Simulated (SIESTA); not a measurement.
The system is CdTe.

```
CELL_PARAMETERS angstrom
0.00000 3.20500 3.20500
3.20500 0.00000 3.20500
3.20500 3.20500 0.00000
ATOMIC_POSITIONS crystal
Te 0.75000 0.75000 0.75000
Cd 0.00000 0.00000 0.00000
```

Base run:

* Program: SIESTA 5.4.2
* Functional: PBE
* Potentials or basis: PseudoDojo 0.4 standard (PBE files)
* Basis: TZTP (energy shift 0.01 Ry)
* Grid cutoff: 800 Ry
* Energy shift: 0.01 Ry
* k mesh: 7 × 7 × 7
* Occupations: fermi-dirac, width 0.05 eV
* Spin: no spin polarisation

Its results: band gap on the k mesh 1.01 eV, direct; pressure 2.7 GPa.

Question: After a change of settings the same cell gave: band gap on the k mesh 1.07 eV, direct; pressure 2.7 GPa. Which change was it?
A. basis from TZTP (energy shift 0.01 Ry) to TZDP (energy shift 0.002 Ry); energy shift from 0.01 Ry to 0.002 Ry
B. basis from TZTP (energy shift 0.01 Ry) to DZP (energy shift 0.01 Ry)
C. basis from TZTP (energy shift 0.01 Ry) to DZP (energy shift 0.002 Ry); energy shift from 0.01 Ry to 0.002 Ry
D. basis from TZTP (energy shift 0.01 Ry) to TZDP (energy shift 0.003 Ry; two zetas on semicore shells); energy shift from 0.01 Ry to 0.003 Ry

Answer: B.

Caveats: semicore shells carry a single zeta, which can move pressures by several GPa and volumes by a few percent; spin-orbit coupling is left out, which moves the levels of the heavy elements; the basis of atomic orbitals isn't converged, which shifts pressures, moduli and gaps.

Not every run made on this cell is shown here.
